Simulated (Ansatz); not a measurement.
## A series in volume per atom on PbS

All results are calculated (Ansatz 0.2.0). Periodic Kohn-Sham DFT of a crystal at fixed atoms; pressure and stress are positive in compression; the energy is the free energy less that of spherical unpolarised free atoms; site moments are those in the method's own spheres, positive along +z.

Cell of the first row (space group Fm-3m, No. 225):
```
cell vectors (Å)
   0.0000     2.9045     2.9045
   2.9045     0.0000     2.9045
   2.9045     2.9045     0.0000
atoms (fractions of the cell vectors)
Pb  0.00000  0.00000  0.00000
S   0.50000  0.50000  0.50000
```

Settings of every row: method all-electron LAPW; functional LDA; relativity scalar; k mesh 7x7x7; filling fermi-dirac; smearing width 0.01 eV; basis error target 0.25 meV/atom; nucleus gaussian.

Atom start moment: 0 on all atoms.

Limits: no spin-orbit coupling on heavy atoms.

Limits of some rows: small gap, it may come from the mesh (row 2, 3, 4, 5, 6, 7, 8).

```csv
row,volume per atom (Å³),pressure (GPa),energy less free atoms (eV/atom)
1,24.502,1.176,-4.9976
2,25.023,-0.223,-4.9991
3,25.545,-1.477,-4.9963
4,25.805,-2.054,-4.9934
5,26.066,?,?
6,26.327,-3.118,-4.985
7,26.587,-3.607,-4.9795
8,27.109,-4.509,-4.9663
9,27.63,-5.315,-4.9503
```

Question: what pressure and energy less free atoms should row 5 give?

Worked fit of pressure. Take u = (V_r/V)^(2/3) − 1 with V_r = 26.066 Å³ an atom, which is twice the finite (Eulerian) strain; such expansions in the strain, on which the Birch-Murnaghan equation of state is built, carry the rest volume and the bulk modulus. The shown rows have u = 0.04211, 0.0276, 0.01355, 0.00673, -0.00662, -0.01311, -0.02582, -0.0381. Least squares give pressure = −2.6005 + 79.709 × u + 229.05 × u² + 182 × u³ GPa; a parabola predicts inner rows, each left out in turn, worse (root mean square 0.003 against 0.00091 GPa). The rows lie off it by 0.000, -0.001, 0.001, 0.000, 0.000, 0.000, 0.000, 0.000. The pressure vanishes at u = 0.0300, or V = 24.94 Å³ an atom, and there the bulk modulus at fixed shape and fractions is B = −V dP/dV = (2/3)(1 + u) dP/du = 64.5 GPa. The withheld row has u = 0, so the fit gives −2.6005 + 79.709 × (0) + 229.05 × (0)² + 182 × (0)³ = -2.600 GPa.

The calculation gave -2.601 GPa. The fit lies 0.001 GPa (0.015 % of the column's range) above it, one unit of the last digit.

Worked fit of energy less free atoms. Take u = (V_r/V)^(2/3) − 1 with V_r = 26.066 Å³ an atom, which is twice the finite (Eulerian) strain; such expansions in the strain, on which the Birch-Murnaghan equation of state is built, carry the rest volume and the bulk modulus. The shown rows have u = 0.04211, 0.0276, 0.01355, 0.00673, -0.00662, -0.01311, -0.02582, -0.0381. Least squares give energy less free atoms = −4.98964 − 0.6323 × u + 10.512 × u² eV/atom; a straight line predicts inner rows, each left out in turn, worse (root mean square 0.0054 against 3e-05 eV/atom). All shown rows lie on it to the printed digit. Its lowest point lies at u = 0.0301, or V = 24.93 Å³ an atom, and the curvature there gives the bulk modulus at fixed shape and fractions, B = (4/9)(1 + u)² E″(u)/V = 63.7 GPa. The withheld row has u = 0, so the fit gives −4.98964 − 0.6323 × (0) + 10.512 × (0)² = -4.9896 eV/atom.

The calculation gave -4.9896 eV/atom. The fit meets it to the printed digit.
